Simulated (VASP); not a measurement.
# BN (F-43m) in VASP: relaxation of cell and atoms with r2SCAN

Aim: the relaxation of cell and atoms of BN with r2SCAN.

Everything below comes from runs of VASP 6.6.1. Logs are shortened: lines on timing, memory, paths and dates and some standing lists are left out, and cuts for length are marked.

## 1. The structure

The structure is cubic, space group F-43m (No. 216). The conventional cell has a = 3.615 Å, b = 3.615 Å, c = 3.615 Å, α = 90.00°, β = 90.00°, γ = 90.00°. B (site symmetry -43m) is surrounded by 4 N at 1.57 Å. N (site symmetry -43m) is surrounded by 4 B at 1.57 Å.

## 2. Relaxation of cell and atoms, r2SCAN

INCAR

```
SYSTEM = BN
  PREC = Accurate
  ENCUT = 600
  EDIFF = 1E-7
  ISMEAR = 0
  SIGMA = 0.02
  LREAL = .FALSE.
  LASPH = .TRUE.
  NELM = 100
  ALGO = Normal
  ISIF = 3
  LWAVE = .FALSE.
  LCHARG = .FALSE.
  METAGGA = R2SCAN
  LMIXTAU = .TRUE.
  IBRION = 2
  NSW = 80
  EDIFFG = -0.004
```

KPOINTS

```
regular mesh
0
G
  12 12 12
  0 0 0
```

POSCAR

```
BN
1.0
    0.0000000000      1.8075000000      1.8075000000
    1.8075000000      0.0000000000      1.8075000000
    1.8075000000      1.8075000000      0.0000000000
B N
1 1
Direct
    0.0000000000      0.0000000000      0.0000000000
    0.2500000000      0.2500000000      0.2500000000
```

Potentials or basis: VASP PAW PBE potentials, release 64 (B, N).

Run with:

```sh
> cat potpaw_PBE.64/B/POTCAR potpaw_PBE.64/N/POTCAR > POTCAR
> mpirun -np 1 vasp_std > vasp.out
```

OUTCAR:

```text
SYSTEM = BN
   PREC = Accurate
   ENCUT = 600
   EDIFF = 1E-7
   ISMEAR = 0
   LREAL = .FALSE.
   LASPH = .TRUE.
   NELM = 100
   ISIF = 3
   METAGGA = R2SCAN
   IBRION = 2
   NSW = 80
   EDIFFG = -0.004

 ion  position               nearest neighbor table
   1  0.000  0.000  0.000-   2 1.57   2 1.57   2 1.57   2 1.57
   2  0.250  0.250  0.250-   1 1.57   1 1.57   1 1.57   1 1.57

  LATTYP: Found a face centered cubic cell.
 ALAT       =     3.6150000000

  Lattice vectors:

 A1 = (   0.0000000000,   1.8075000000,   1.8075000000)
 A2 = (   1.8075000000,   0.0000000000,   1.8075000000)
 A3 = (   1.8075000000,   1.8075000000,   0.0000000000)

Analysis of symmetry for initial positions (statically):
=====================================================================
 Subroutine PRICEL returns:
 Original cell was already a primitive cell.

 Routine SETGRP: Setting up the symmetry group for a
 face centered cubic supercell.

 Subroutine GETGRP returns: Found 24 space group operations
 (whereof 24 operations were pure point group operations)
 out of a pool of 48 trial point group operations.

The static configuration has the point symmetry T_d .

Analysis of symmetry for dynamics (positions and initial velocities):
=====================================================================
 Subroutine PRICEL returns:
 Original cell was already a primitive cell.

 Routine SETGRP: Setting up the symmetry group for a
 face centered cubic supercell.

 Subroutine GETGRP returns: Found 24 space group operations
 (whereof 24 operations were pure point group operations)
 out of a pool of 48 trial point group operations.

The dynamic configuration has the point symmetry T_d .

 Subroutine INISYM returns: Found 24 space group operations
 (whereof 24 operations are pure point group operations),
 and found     1 'primitive' translations

----------------------------------------------------------------------------------------

                                     Primitive cell

  volume of cell :      11.8104

  direct lattice vectors                    reciprocal lattice vectors
     0.000000000  1.807500000  1.807500000    -0.276625173  0.276625173  0.276625173
     1.807500000  0.000000000  1.807500000     0.276625173 -0.276625173  0.276625173
     1.807500000  1.807500000  0.000000000     0.276625173  0.276625173 -0.276625173

  length of vectors
     2.556191014  2.556191014  2.556191014     0.479128854  0.479128854  0.479128854

  position of ions in fractional coordinates (direct lattice)
     0.000000000  0.000000000  0.000000000
     0.250000000  0.250000000  0.250000000

  ion indices of the primitive-cell ions
   primitive index   ion index
                 1           1
                 2           2

----------------------------------------------------------------------------------------

 KPOINTS: regular mesh

Automatic generation of k-mesh.
 Grid dimensions read from file:
 generate k-points for:   12   12   12

 Generating k-lattice:

  Cartesian coordinates                     Fractional coordinates (reciprocal lattice)
    -0.023052098  0.023052098  0.023052098     0.083333333  0.000000000  0.000000000
     0.023052098 -0.023052098  0.023052098     0.000000000  0.083333333  0.000000000
     0.023052098  0.023052098 -0.023052098     0.000000000  0.000000000  0.083333333

  Length of vectors
     0.039927405  0.039927405  0.039927405

  Shift w.r.t. Gamma in fractional coordinates (k-lattice)
     0.000000000  0.000000000  0.000000000

 Subroutine IBZKPT returns following result:
 ===========================================

 Found     72 irreducible k-points:

 Following reciprocal coordinates:
            Coordinates               Weight
  0.000000  0.000000  0.000000      1.000000
  0.083333  0.000000  0.000000      8.000000
  0.166667  0.000000  0.000000      8.000000
  0.250000  0.000000  0.000000      8.000000
  0.333333  0.000000  0.000000      8.000000
  0.416667  0.000000  0.000000      8.000000
[... 16 lines left out ...]
  0.500000  0.166667  0.000000     24.000000
 -0.416667  0.166667  0.000000     24.000000
 [... further k-points ...]
   k-points           NKPTS =     72   k-points in BZ     NKDIM =     72   number of bands    NBANDS=      8
   number of dos      NEDOS =    301   number of ions     NIONS =      2
   total plane-waves  NPLWV =   8000
   dimension x,y,z NGX =    20 NGY =   20 NGZ =   20
   dimension x,y,z NGXF=    40 NGYF=   40 NGZF=   40
   ions per type =               1   1
   NGX,Y,Z   is equivalent  to a cutoff of  13.01, 13.01, 13.01 a.u.
   NGXF,Y,Z  is equivalent  to a cutoff of  26.01, 26.01, 26.01 a.u.
 SYSTEM =  BN
   PREC   = accura    normal or accurate (medium, high low for compatibility)
   ISTART =      0    job   : 0-new  1-cont  2-samecut
   ICHARG =      2    charge: 1-file 2-atom 10-const
   ISPIN  =      1    spin polarized calculation?
   LNONCOLLINEAR =      F non collinear calculations
   LSORBIT =      F    spin-orbit coupling
   LASPH  =      T    aspherical Exc in radial PAW
   ENCUT  =  600.0 eV  44.10 Ry    6.64 a.u.   5.11  5.11  5.11*2*pi/ulx,y,z
   NELM   =    100;   NELMIN=  2; NELMDL= -5     # of ELM steps
   EDIFF  = 0.1E-06   stopping-criterion for ELM
   LREAL  =      F    real-space projection
   EDIFFG = -.4E-02   stopping-criterion for IOM
   NSW    =     80    number of steps for IOM
   IBRION =      2    ionic relax: 0-MD 1-quasi-New 2-CG
   NFREE  =      1    steps in history (QN), initial steepest desc. (CG)
   ISIF   =      3    stress and relaxation
   ISYM   =      2    0-nonsym 1-usesym 2-fastsym
   POTIM  = 0.5000    time-step for ionic-motion
   TEBEG  =    0.0;   TEEND  =   0.0 temperature during run
   PSTRESS=    0.0 pullay stress
   NELECT =       8.0000    total number of electrons
   NUPDOWN=      -1.0000    fix difference up-down
   EMIN   =  10.00;   EMAX   =-10.00  energy-range for DOS
   EFERMI =   0.00;   METHOD = LEGACY
   ISMEAR =     0;   SIGMA  =   0.02  broadening in eV -4-tet -1-fermi 0-gaus
   EFERMI_NEDOS =   21; number of points for ismear=-14 and -15
   IALGO  =     38    algorithm
   IMIX   =      4    mixing-type and parameters
     AMIX     =   0.40;   BMIX     =  1.00
     AMIX_MAG =   1.60;   BMIX_MAG =  1.00
  volume/ion in A,a.u.               =       5.91        39.85
  Fermi-wavevector in a.u.,A,eV,Ry     =   1.437749  2.716952 28.124920  2.067123
  Thomas-Fermi vector in A             =   2.556793
   LORBIT       =      0    0 simple, 1 ext, 2 COOP (PROOUT), +10 PAW based schemes
   METAGGA = R2SCAN    functional components
   LHFCALC =     F    Hartree Fock is set to
   AEXX    =    0.0000 exact exchange contribution
   IVDW    =     0    specifies the selected vdW correction
   LEPSILON=     F    determine dielectric tensor
   LRPA    =     F    only Hartree local field effects (RPA)
 conjugate gradient relaxation of ions
 non-spin polarized calculation
 Gauss-broadening in eV      SIGMA  =   0.02
  energy-cutoff  :      600.00
  volume of cell :       11.81
 maximum number of plane-waves:       411
   NGX = 11   NGY = 11   NGZ = 11

--------------------------------------- Ionic step        1  -------------------------------------------

 number of electron       7.9999999 magnetization

 Free energy of the ion-electron system (eV)
  ---------------------------------------------------
  ext. energy  EPLUGINS =         0.00000000
  ---------------------------------------------------
  free energy    TOTEN  =       -19.17462628 eV

  energy without entropy =      -19.17462628  energy(sigma->0) =      -19.17462628

------------------------ aborting loop because EDIFF is reached ----------------------------------------

  FORCE on cell =-STRESS in cart. coord.  units (eV):
  Direction    XX          YY          ZZ          XY          YZ          ZX
  --------------------------------------------------------------------------------------
  -------------------------------------------------------------------------------------
  Total       -0.0394129     -0.0394129     -0.0394129     -0.0000000     -0.0000000      0.0000000
  in kB       -5.3466751     -5.3466751     -5.3466751     -0.0000000     -0.0000000      0.0000000
  external PRESSURE =      -5.3466751 kB  Pullay stress =       0.0000000 kB

 VOLUME and BASIS-vectors are now :
 -----------------------------------------------------------------------------
  energy-cutoff  :      600.00
  volume of cell :       11.81
      direct lattice vectors                 reciprocal lattice vectors
     0.000000000  1.807500000  1.807500000    -0.276625173  0.276625173  0.276625173
     1.807500000  0.000000000  1.807500000     0.276625173 -0.276625173  0.276625173
     1.807500000  1.807500000  0.000000000     0.276625173  0.276625173 -0.276625173
[... 37 lines left out ...]
 POSITION                                       TOTAL-FORCE (eV/Angst)
 -----------------------------------------------------------------------------------
      3.61156      3.61156      3.61156        -0.000000     -0.000000     -0.000000
      0.90289      0.90289      0.90289         0.000000      0.000000      0.000000
 -----------------------------------------------------------------------------------
    total drift:                                0.000000      0.000000      0.000000

  FREE ENERGIE OF THE ION-ELECTRON SYSTEM (eV)
  ---------------------------------------------------
  free  energy   TOTEN  =       -19.1746238258 eV

  energy  without entropy=      -19.1746238258  energy(sigma->0) =      -19.17462383

--------------------------------------- Ionic step        3  -------------------------------------------

 number of electron       7.9999999 magnetization

 Free energy of the ion-electron system (eV)
  ---------------------------------------------------
  ext. energy  EPLUGINS =         0.00000000
  ---------------------------------------------------
  free energy    TOTEN  =       -19.17465434 eV

  energy without entropy =      -19.17465434  energy(sigma->0) =      -19.17465434

 E-fermi :   7.4450     XC(G=0): -13.6536

 val. band max:        7.2589790358   @ k =   0.0000   0.0000   0.0000
 cond. band min:      12.2374365667   @ k =   0.5000   0.5000   0.0000
 fundamental gap:      4.9784575309
 Fermi energy:         7.4450380035

 k-point     1 :       0.0000    0.0000    0.0000
  band No.  band energies     occupation
      1     -14.0485      2.00000
      2       7.2590      2.00000
      3       7.2590      2.00000
      4       7.2590      2.00000
      5      16.7922      0.00000
      6      16.7922      0.00000
      7      16.7922      0.00000
      8      18.3463      0.00000

 k-point     2 :       0.0833    0.0000    0.0000
  band No.  band energies     occupation
      1     -13.8732      2.00000
      2       6.3056      2.00000
      3       7.0726      2.00000
      4       7.0726      2.00000
      5      17.0160      0.00000
      6      17.0805      0.00000
      7      17.0805      0.00000
      8      18.9370      0.00000
[... 221 lines left out ...]
 k-point    23 :       0.5000    0.1667    0.0000
  band No.  band energies     occupation
      1      -9.5502      2.00000
      2      -2.8543      2.00000
      3       3.3737      2.00000
      4       4.2624      2.00000
      5      16.8000      0.00000
      6      20.4421      0.00000
      7      20.7980      0.00000
      8      23.4067      0.00000

 k-point    24 :      -0.4167    0.1667    0.0000
  band No.  band energies     occupation
      1      -9.3689      2.00000
      2      -3.1219      2.00000
      3       2.9555      2.00000
      4       4.5905      2.00000
      5      17.2702      0.00000
      6      20.2914      0.00000
      7      20.3768      0.00000
      8      24.0941      0.00000

 [... further k-points ...]
[... 5 lines left out ...]
  --------------------------------------------------------------------------------------
  -------------------------------------------------------------------------------------
  Total        0.0009225      0.0009225      0.0009225      0.0000000      0.0000000      0.0000000
  in kB        0.1253249      0.1253249      0.1253249      0.0000000      0.0000000      0.0000000
  external PRESSURE =       0.1253249 kB  Pullay stress =       0.0000000 kB

 VOLUME and BASIS-vectors are now :
 -----------------------------------------------------------------------------
  energy-cutoff  :      600.00
  volume of cell :       11.79
      direct lattice vectors                 reciprocal lattice vectors
    -0.000000000  1.806651332  1.806651332    -0.276755117  0.276755117  0.276755117
     1.806651332 -0.000000000  1.806651332     0.276755117 -0.276755117  0.276755117
     1.806651332  1.806651332  0.000000000     0.276755117  0.276755117 -0.276755117

 POSITION                                       TOTAL-FORCE (eV/Angst)
 -----------------------------------------------------------------------------------
      0.00000      0.00000      0.00000         0.000000      0.000000      0.000000
      0.90333      0.90333      0.90333        -0.000000     -0.000000     -0.000000
 -----------------------------------------------------------------------------------
    total drift:                                0.000000      0.000000      0.000000

  FREE ENERGIE OF THE ION-ELECTRON SYSTEM (eV)
  ---------------------------------------------------
  free  energy   TOTEN  =       -19.1746543446 eV

  energy  without entropy=      -19.1746543446  energy(sigma->0) =      -19.17465434

 reached required accuracy - stopping structural energy minimisation
```

Run time: 55 s. Hardware: 1 thread of Intel Xeon 6975P-C (Granite Rapids), shared host; peak memory 0.12 GiB.

What came out:

```yaml
Free_energy: -19.1747 eV
Relaxed_volume: 5.90 Å³/atom
Relaxed_cell: a = 2.555 Å, b = 2.555 Å, c = 2.555 Å, α = 60.00°, β = 60.00°, γ = 60.00°
Space_group_after_relaxing_to_0.05_Å: F-43m (No. 216)
Energy_gained_by_relaxing: 0.0 meV/atom
Ionic_steps: 3
Pressure_after_relaxing: 0.0 GPa
Band_gap_on_the_k_mesh: 4.98 eV, indirect (least direct gap 9.53 eV)
```

Final structure:
```
B N
1.0
     0.00000    1.80665    1.80665
     1.80665    0.00000    1.80665
     1.80665    1.80665    0.00000
B N
1 1
Direct
  0.00000 0.00000 0.00000
  0.25000 0.25000 0.25000
```

Levels at points of the mesh, in eV from the valence-band top:
| k point | band 1 | band 2 | band 3 | band 4 | band 5 | band 6 | band 7 | band 8 |
| --- | --- | --- | --- | --- | --- | --- | --- | --- |
| (0.00, 0.00, 0.00) | -21.31 | 0.00 | 0.00 | 0.00 | 9.53 | 9.53 | 9.53 | 11.09 |
| (0.50, 0.00, 0.00) | -17.01 | -11.10 | -2.02 | -2.02 | 10.81 | 11.48 | 11.48 | 16.42 |
| (0.50, 0.50, 0.00) | -15.58 | -9.33 | -5.10 | -5.10 | 4.98 | 9.82 | 19.28 | 19.28 |

Caveat: the PAW data sets were made with another functional, which shifts forces and pressure a little. r2SCAN opens gaps a little over a GGA but as a rule still falls short of measured ones.
